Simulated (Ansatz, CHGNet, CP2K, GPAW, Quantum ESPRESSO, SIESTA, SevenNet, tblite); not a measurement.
# Which run comes nearest? Generalised stacking fault on (111) (glide set) of a GaP-AlP solid solution (72 atoms)

The cell holds 72 atoms: 18 Al, 36 P and 18 Ga. Its edges and angles: a = 6.683 Å, b = 11.576 Å, c = 19.136 Å, α = 90.0°, β = 86.7°, γ = 90.0°. Zinc-blende GaP lattice (a = 5.4569 Å, the value set for the mixture), cell with z along [111], 1 x 3 x 2 periods; the third cell vector is tilted by 0.167 of 1/2[11-2] and lengthened by 0.2 Å, so the cell holds one fault (glide set); displaced by a Gaussian of 0.01 Å; 18 of 36 Ga sites given to Al at random (lattice constant by Vegard's rule between GaP and AlP). Then every atom was moved at random, 0.02 Å r.m.s. a Cartesian component.

Geometry: as built.

The reference, a calculation:

* method: Kohn-Sham DFT, PBE, SSSP efficiency 1.3.0 pseudopotentials, plane waves (Quantum ESPRESSO 7.5); sssp-pbe-1.3.0-efficiency, cutoffs 60/480 Ry, Γ point
* r.m.s. force component: 0.512 eV/Å
* longest force: 3.087 eV/Å
* pressure: 2.959 GPa
* gap (highest filled to lowest empty level): 0.4491 eV
* time: 13 min on 4 MPI ranks of Arm Neoverse V1, shared host
* CPU time: 50 min

Runs, in no order:
A. SIESTA PBE, TZP, shift 0.01 Ry, mesh 300 Ry: Kohn-Sham DFT, PBE, PseudoDojo 0.4.1 norm-conserving pseudopotentials (converted to PSML), numerical atomic orbitals (TZP), diagonalisation
B. QE PBE, sssp-1.3.0-efficiency, 25/200 Ry: Kohn-Sham DFT, PBE, SSSP efficiency 1.3.0 pseudopotentials, plane waves
C. GPAW PBE, LCAO dzp, h 0.2 Å, other mixer settings: Kohn-Sham DFT, PBE, PAW, atomic orbitals (dzp)
D. CP2K PBE, DZVP-MOLOPT-SR, 280/50 Ry, diagonalisation: Kohn-Sham DFT, PBE, GTH-PBE pseudopotentials, Gaussian and plane waves, DZVP-MOLOPT-SR-GTH, diagonalisation

Q: Order them from the smallest to the largest r.m.s. force difference.

A, C, B, D.

```
                                                    run  Δ force, r.m.s. (meV/Å)  share of r.m.s. force (%)  CPU time
         A. SIESTA PBE, TZP, shift 0.01 Ry, mesh 300 Ry                     25.8                       5.03    10 min
   C. GPAW PBE, LCAO dzp, h 0.2 Å, other mixer settings                      126                       24.6   5.8 min
            B. QE PBE, sssp-1.3.0-efficiency, 25/200 Ry                      235                       45.9   8.9 min
D. CP2K PBE, DZVP-MOLOPT-SR, 280/50 Ry, diagonalisation                     1485                        290   5.4 min
```

The electronic-structure runs sample only Γ, in a cell whose shortest periodic width is 7 Å.

[Logs are printed without paths, hosts, clocks, repeated set-up lines and the standing remarks that a program may print on its own settings, such as how far it seeks lower states.]

[Hosts, paths, dates, database ids (printed as entryN), source tags and the programs' standing remarks are cut or masked in the printed files.]
